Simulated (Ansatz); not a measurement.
## How much does Ir in Ru(0001), 2x2 scatter?

Wanted: the reflection from a plane of defects, Ir in Ru(0001), 2x2, and the resistivity it implies.

Main program and level: Ansatz 0.2.0; Ansatz plane-wave DFT, PBE, PAW files; ballistic transport by layer matching (Landauer), zero bias; PAW set soft_1, in the first sound run; inputs show where later runs differ.

Most raw output is cut from this account.

### 1. The structure

The cell holds 64 atoms: 63 Ru and 1 Ir. Cell: a = 5.412 Å, b = 5.412 Å, c = 34.255 Å, α = 90.0°, β = 90.0°, γ = 120.0°. It derives from Ru. Regions: lead, 40 atoms (40 Ru); scattering region, 24 atoms (23 Ru and 1 Ir). The structure is stacked along c, and the current runs across the ab planes.

### 2. Transmission at ideal sites

The defect sits in one plane of the supercell, all atoms on ideal sites; the layers about the cell's end are the lead. The mesh across the current, 12×12, is finer than the density's, because channels open and close sharply across the zone. Energies from -0.1 to 0.1 eV in steps of 0.05 eV are too few for the program's thermal sum, so it prints no conductance; for a metal the transmission near the Fermi level serves, at a fraction of the cost.

input.yaml reads:

```yaml
crystal:
  lattice:
    - [5.4116, 0.0, 0.0]
    - [-2.7058, 4.6865830751, 0.0]
    - [0.0, 0.0, 34.2552]
  atoms:
    - { symbol: Ru, position: [0.1666666667, 0.3333333333, 0.03125] }
    - { symbol: Ru, position: [0.1666666667, 0.8333333333, 0.03125] }
    - { symbol: Ru, position: [0.6666666667, 0.3333333333, 0.03125] }
    - { symbol: Ru, position: [0.6666666667, 0.8333333333, 0.03125] }
    - { symbol: Ru, position: [0.3333333333, 0.1666666667, 0.09375] }
    - { symbol: Ru, position: [0.3333333333, 0.6666666667, 0.09375] }
    - { symbol: Ru, position: [0.8333333333, 0.1666666667, 0.09375] }
    - { symbol: Ru, position: [0.8333333333, 0.6666666667, 0.09375] }
[... 52 atom lines left out ...]
    - { symbol: Ru, position: [0.3333333333, 0.1666666667, 0.96875] }
    - { symbol: Ru, position: [0.3333333333, 0.6666666667, 0.96875] }
    - { symbol: Ru, position: [0.8333333333, 0.1666666667, 0.96875] }
    - { symbol: Ru, position: [0.8333333333, 0.6666666667, 0.96875] }
kpoints:
  mp_grid: { grid: [5, 5, 1] }
hamiltonian:
  xc: pbe
  pseudopotentials: { kind: paw, azcp: { folder: soft_1 } }
scf:
  occupations: { method: fermi_dirac, width: 0.1 }
output:
  transmission: { leads: [[0, 8]], kmesh: [12, 12], e_range: [-0.1, 0.1], de: 0.05 }
  write_potential: true
  write_density: true
  volumetric_format: npy
  elf: true
```

The run is started by

```
ansatz run input.yaml --threads 4 --pin off --max-ram 15360MiB --backend cpu --events-out ev --progress --plain --runs-dir out
```

Run time: 7.2 min. Hardware: 4 threads of Intel Xeon Platinum 8175M at 2.50GHz (Skylake/Cascade Lake), shared host; peak memory 8.2 GiB.

This run has no spin polarisation although its electron count is odd.

This step gave:

```yaml
free_energy: -382297.5520 eV
energy_at_zero_smearing: -382296.4979 eV
fermi_energy: 23.42 eV
cell_area: 25.36 Å²
transmission_per_spin_nearest_the_fermi_level: 5.509
open_channels_per_spin_nearest_the_fermi_level: 5.931
step_of_the_lead_s_potential: 0.2 meV
```

Per spin. Table of transmission, zone mean by energy, zero at the Fermi level:

```tsv
energy (eV)	transmission, zone mean
-0.1000	5.30
-0.0500	5.60
0.0000	5.51
0.0500	5.45
0.1000	5.11
```

Per spin. Open channels, zone mean, lead against energy, zero at the Fermi level:

```tsv
energy (eV)	open channels, zone mean, lead
-0.1000	5.64
-0.0500	6.01
0.0000	5.93
0.0500	5.81
0.1000	5.18
```

Transmission over k1 and k2. At 0.0000 eV from the Fermi level.

Ten even steps from '_' (3.0) to '@' (12.0):
```
::==..____..==::--....--
....::::::::::......__..
____::========::____....
..__::====##====::__..--
::..::==##@@@@##==::..::
::==::====@@@@@@====::==
::::..::==##@@@@##==::..
..--..__::====##====::__
__....____::========::__
....__......::::::::::..
::--....--::==..____..==
::::..__..::::::..__..::
```
Columns: k1 (b1) from -0.5 to 0.417; rows upwards: k2 (b2) from -0.5 to 0.417.

Open channels over k1 and k2. At 0.0000 eV from the Fermi level.

Ten even steps from '0' (3.0) to '9' (12.0):
```
342112434224
122222221212
012444421022
112448442114
322489984223
342449994424
332248998422
141124484421
022012444421
121212222222
342243421124
331013331013
```
Columns: k1 (b1) from -0.5 to 0.417; rows upwards: k2 (b2) from -0.5 to 0.417.

Valence density in the ca plane at fractional y = 0.333, with atoms of Ru and Ir within 0.2 Å of it. It is the smooth field of the valence electrons, not physical close to the nuclei.

Ten even steps from '0' (0 e/Å³) to '9' (11 e/Å³), each cell a mean:
```
00000001100000000001000000000001000000000011
00000001100000000001000000000001000000000011
01100000000001100000000011100000000011000000
26630000000037520000000157410000000266300000
38941000000159830000000279620000000389510000
25520000000036510000000146410000000256300000
01100000000001100000000001000000000011000000
00000001100000000001000000000001000000000011
00000001100000000001000000000001000000000011
01100000000001100000000012100000000011000000
26630000000037520000000156410000000266300000
38941000000159830000000268620000000389510000
25520000000036510000000146410000000256300000
01100000000001100000000011100000000011000000
```
Columns run along c (16.0 Å, from fractional 0.27 to 0.73 of the cell), rows up along a (5.4 Å). Atoms in or near the plane, at fractional coordinates: Ru at (0.28, 0.17), Ru at (0.28, 0.67), Ru at (0.41, 0.17), Ru at (0.41, 0.67), Ir at (0.53, 0.17), Ru at (0.53, 0.67), Ru at (0.66, 0.17), Ru at (0.66, 0.67).

Electrostatic potential energy in the ca plane at fractional y = 0.333, with atoms of Ru and Ir within 0.2 Å of it. With pseudopotentials it is smooth inside the atoms' cores, unlike the true potential.

Ten even steps from '0' (-70 eV) to '9' (24 eV), each cell a mean:
```
99999986689999999976799999999876799999999866
99999986689999999976799999999876899999999866
86579998899975689998899865689988999865799988
41038999999730158999999620269999998410389999
30027999999610038999999500059999998300279999
51148999999831259999999621279999998511489999
86689998899986789998899976799988999866899988
99999986689999999976799999999876799999999866
99999986689999999976799999999876899999999866
86579998899975689998899865689988999865799988
41038999999730158999999632369999998410389999
30027999999610038999998521259999998300279999
51148999999831259999999632369999998511489999
86689998899986789998899876799988999866899988
```
Columns run along c (16.0 Å, from fractional 0.27 to 0.73 of the cell; values clipped at the 3rd and 97th percentile), rows up along a (5.4 Å). Atoms in or near the plane, at fractional coordinates: Ru at (0.28, 0.17), Ru at (0.28, 0.67), Ru at (0.41, 0.17), Ru at (0.41, 0.67), Ir at (0.53, 0.17), Ru at (0.53, 0.67), Ru at (0.66, 0.17), Ru at (0.66, 0.67).

ELF in the ca plane at fractional y = 0.333, with atoms of Ru and Ir within 0.2 Å of it. It is the smooth field of the valence electrons, not physical close to the nuclei.

Ten even steps from '0' (0.23) to '9' (0.60), each cell a mean:
```
11111015410111111025300222220045201111110145
01101014410101011025300101010045201111010144
25631101101136521111111146411111111256311011
79982110011299961110121599941210111799821100
88893021120397981121220697950221211887930211
79982110011289961110011499941100111699821100
14420101101025411102101034301012011145201011
11111015410111111025300111110045201111110145
01101014410101011025300222220035201101010144
25631101101136521111102257522011111256311011
79982110011299961110022598952200111799821100
88893021120397981121121685861211211887930211
79982110011289961110022599942200111699821100
14420101101025411102102245422012011145201011
```
Columns run along c (16.0 Å, from fractional 0.27 to 0.73 of the cell), rows up along a (5.4 Å). Atoms in or near the plane, at fractional coordinates: Ru at (0.28, 0.17), Ru at (0.28, 0.67), Ru at (0.41, 0.17), Ru at (0.41, 0.67), Ir at (0.53, 0.17), Ru at (0.53, 0.67), Ru at (0.66, 0.17), Ru at (0.66, 0.67).

Over the solved energies the transmission per spin lies between 5.11 and 5.60, out of 5.71 channels of the lead on average (up to 6.01).

### 3. Resistance at ideal sites

This step: Ansatz plane-wave DFT, PBE, PAW files; ballistic transport by layer matching (Landauer), zero bias; area resistance of the defect plane and resistivity an atomic per cent; PAW set soft_1 (Ansatz 0.2.0).

This step gave:

| Property | Result |
| --- | --- |
| area resistance | 0.03993 fΩ m² |
| T over the leads' mean channel count | 0.9327 |
| resistivity per at.% scaled from this dense plane, with the factor 3/4 for isotropic scattering | 0.5595 µΩ cm |

Averaged over the energies near the Fermi level, 93.3 % of the channels pass, which makes 0.0399 fΩ m².

By hand, with T and the leads' channels N averaged over the energies near the Fermi level: RA = A (h/2e²)(1/T − 1/N) = 25.36×10⁻²⁰ m² × 12 906 Ω × (1/5.518 − 1/5.917) = 0.0399 fΩ m². Per atomic per cent: RA × A / V_atom × 0.01 × 3/4 = 0.559 µΩ cm, with the host's V_atom = 13.57 Å³.

### 4. Relaxing the neighbours

The neighbours of the defect are let go while the lead's layers stay on their sites, since a lead must repeat to 0.01 Å.

This step: Ansatz plane-wave DFT, PBE, PAW files; relaxation with the lead's layers held; PAW set soft_1 (Ansatz 0.2.0).

Edit input.yaml of step 2 so:

```diff
@@ -77,7 +77,6 @@
   occupations: { method: fermi_dirac, width: 0.1 }
-output:
-  transmission: { leads: [[0, 8]], kmesh: [12, 12], e_range: [-0.1, 0.1], de: 0.05 }
-  write_potential: true
-  write_density: true
-  volumetric_format: npy
-  elf: true
+relax:
+  f_tol: 0.03
+  max_steps: 40
+  constraints:
+    - { sites: [0, 1, 2, 3, 4, 5, 6, 7, 8, 9, 10, 11, 12, 13, 14, 15, 16, 17, 18, 19, 44, 45, 46, 47, 48, 49, 50, 51, 52, 53, 54, 55, 56, 57, 58, 59, 60, 61, 62, 63] }
```

The job ended after 5.9 min (4 threads; peak memory 8.2 GiB; 22 min of CPU time).

Step by step:

```tsv
step	energy less that of the first step (eV)	largest force component (eV/Å)
1	0.0000	0.1680
2	-0.0054	0.0737
3	-0.0076	0.0074
```

The atoms that moved most (Å):

```tsv
atom	dx	dy	dz	length
Ru30	0.000	0.004	-0.013	0.013
Ru29	0.003	-0.002	-0.013	0.013
Ru31	-0.003	-0.002	-0.013	0.013
Ru39	-0.003	-0.002	0.011	0.011
Ru38	0.000	0.004	0.011	0.011
Ru37	0.003	-0.002	0.011	0.011
Ru32	0.000	0.000	-0.009	0.009
Ru25	0.000	0.000	-0.007	0.007
```

Numbers from this step:

```yaml
free_energy: -382297.5598 eV
energy_at_zero_smearing: -382296.5063 eV
```

The largest force component on a free atom ends at 0.0074 eV/Å, under the tolerance of 0.03, after 3 steps.

### 5. Transmission after relaxation, relaxed yes

The transmission is solved again on the relaxed atoms.

This step: Ansatz plane-wave DFT, PBE, PAW files; ballistic transport by layer matching (Landauer), zero bias; PAW set soft_1 (Ansatz 0.2.0).

input.yaml reads:

```yaml
crystal:
  lattice:
    - [5.4116, 0.0, 0.0]
    - [-2.7058, 4.6865830751, 0.0]
    - [0.0, 0.0, 34.2552]
  atoms:
    - { symbol: Ru, position: [0.1666666667, 0.3333333333, 0.03125] }
    - { symbol: Ru, position: [0.1666666667, 0.8333333333, 0.03125] }
    - { symbol: Ru, position: [0.6666666667, 0.3333333333, 0.03125] }
    - { symbol: Ru, position: [0.6666666667, 0.8333333333, 0.03125] }
    - { symbol: Ru, position: [0.3333333333, 0.1666666667, 0.09375] }
    - { symbol: Ru, position: [0.3333333333, 0.6666666667, 0.09375] }
    - { symbol: Ru, position: [0.8333333333, 0.1666666667, 0.09375] }
    - { symbol: Ru, position: [0.8333333333, 0.6666666667, 0.09375] }
[... 52 atom lines left out ...]
    - { symbol: Ru, position: [0.3333333333, 0.1666666667, 0.96875] }
    - { symbol: Ru, position: [0.3333333333, 0.6666666667, 0.96875] }
    - { symbol: Ru, position: [0.8333333333, 0.1666666667, 0.96875] }
    - { symbol: Ru, position: [0.8333333333, 0.6666666667, 0.96875] }
kpoints:
  mp_grid: { grid: [5, 5, 1] }
hamiltonian:
  xc: pbe
  pseudopotentials: { kind: paw, azcp: { folder: soft_1 } }
scf:
  occupations: { method: fermi_dirac, width: 0.1 }
output:
  transmission:
    leads: [[0, 8]]
    kmesh: [10, 10]
    e_range: [-0.05, 0.05]
    de: 0.05
  write_potential: true
  write_density: true
  volumetric_format: npy
```

The job ended after 4.8 min (4 threads; peak memory 8.2 GiB).

This step gave:

```yaml
free_energy: -382297.5596 eV
energy_at_zero_smearing: -382296.5060 eV
transmission_per_spin_nearest_the_fermi_level: 4.969
open_channels_per_spin_nearest_the_fermi_level: 5.28
```

Per spin. Transmission, zone mean against energy, zero at the Fermi level:

```tsv
energy (eV)	transmission, zone mean
-0.0500	5.01
0.0000	4.97
0.0500	5.51
```

Transmission over k1 and k2. At 0.0000 eV from the Fermi level.

Ten even steps from '_' (1.9) to '@' (11.9):
```
..--::::::--..______
..::--------::..____
..::--==**==--::..__
..::--**@@@@**--::..
::----==@@@@@@==----
....::--**@@@@**--::
..__..::--==**==--::
..____..::--------::
..______..--::::::--
::........::........
```
Columns: k1 (b1) from -0.5 to 0.4; rows upwards: k2 (b2) from -0.5 to 0.4.

Over the solved energies the transmission per spin lies between 4.97 and 5.51, out of 5.5 channels of the lead on average (up to 6.06).

### 6. Resistance after relaxation

This step: Ansatz plane-wave DFT, PBE, PAW files; ballistic transport by layer matching (Landauer), zero bias; area resistance of the defect plane and resistivity an atomic per cent; PAW set soft_1 (Ansatz 0.2.0).

Numbers from this step:

| Quantity | Value |
| --- | --- |
| area resistance | 0.03850 fΩ m² |
| T over the leads' mean channel count | 0.9392 |
| resistivity per at.% scaled from this dense plane, with the factor 3/4 for isotropic scattering | 0.5394 µΩ cm |

Averaged over the energies near the Fermi level, 93.9 % of the channels pass, which makes 0.0385 fΩ m², against 0.0399 on ideal sites.

### 7. What came out

```yaml
share_of_channels_that_pass_rigid: 0.933
area_resistance_rigid: 0.0399 fΩ m²
resistivity_per_at_from_the_area_resistance_times_3_over_4_rigid: 0.559 µΩ cm
share_of_channels_that_pass_relaxed: 0.939
area_resistance_relaxed: 0.0385 fΩ m²
resistivity_per_at_from_the_area_resistance_times_3_over_4_relaxed: 0.539 µΩ cm
```

**Reading.** The plane of defects adds 0.038 fΩ m². Scaled to one atomic per cent that is 0.72 µΩ cm as it stands and 0.54 with the factor 3/4 for isotropic scattering on a spherical Fermi surface. These are rough estimates of the dilute value, not bounds. One Ir in each 2x2 cell reflects 6.1 % of the lead's channels. The relaxed cell differs by -3.6 % in resistance; between the two runs the lead's own channel count goes from 5.92 to 5.5, so sampling may have a part in it. The defects form a dense periodic sheet that scatters coherently, unlike a dilute random alloy. T and N are means over the solved energies nearest the Fermi level. Spin-orbit coupling is left out, which matters for Ir.

[Logs are printed without paths, hosts, clocks, repeated set-up lines and the standing remarks that a program may print on its own settings, such as how far it seeks lower states.]

[Hosts, paths, dates, database ids (printed as entryN), source tags and the programs' standing remarks are cut or masked in the printed files.]
